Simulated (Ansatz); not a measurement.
Reaction (formal exchange of groups at a C–Ge bond): `[CH3][GeH2][C](=O)O` + `CC` → `CCC(=O)O` + `[CH3][GeH3]`

Program: Ansatz. Geometries: PBE0-D4/def2-TZVP. ΔE: electronic, gas phase. CBS: MP2 limit from def2 TZ/QZ plus the TZ coupled-cluster correction, frozen cores. This one scheme is used for every species. DFT in def2-TZVPP. B3LYP here is the variant with VWN-RPA as its local correlation; programs differ in this. For Ge outer-core shells are correlated without core-valence functions, which leaves a few kJ/mol of doubt a bond. Scalar relativity is left out up to krypton. One conformer a species, not always the lowest.

```tsv
level	ΔE (kJ/mol)	difference from CCSD(T)/CBS
PBE-D4	-2.7	4.9
r2SCAN-D4	-8.4	-0.8
PBE0-D4	-9.8	-2.2
B3LYP-D4	-4.0	3.6
ωB97X-V	-10.6	-3.0
ωB97M-V	-9.2	-1.6
B2PLYP	-4.8	2.8
PBE	-2.9	4.7
r2SCAN	-8.5	-0.9
PBE0	-10.2	-2.6
B3LYP	-4.5	3.1
HF/def2-TZVPP	-19.8	-12.2
MP2/def2-TZVPP	-5.1	2.5
SCS-MP2/def2-TZVPP	-5.6	2.0
CCSD/def2-TZVPP	-9.1	-1.5
CCSD(T)/def2-TZVPP	-6.8	0.8
HF/def2-QZVPP	-20.4	-12.8
MP2/def2-QZVPP	-5.8	1.8
SCS-MP2/def2-QZVPP	-6.3	1.3
HF/CBS(def2)	-20.5	-12.9
MP2/CBS(def2)	-5.9	1.7
CCSD/CBS(def2)	-9.9	-2.3
CCSD(T)/CBS	-7.6	0
```

Largest T1 diagnostic among the species: 0.014.

From PBE to PBE0 (25 % exact exchange), in def2-TZVPP and without D4, ΔE moves by −7.3 kJ/mol. In def2-TZVPP, CCSD(T) changes the Hartree–Fock value by +13.0 kJ/mol (the triples alone add +2.4 kJ/mol) and MP2 by +14.7 kJ/mol.

CCSD(T)/CBS has its own doubt, a few kJ/mol and more with outer-core shells, so smaller differences from it don't rank the levels.
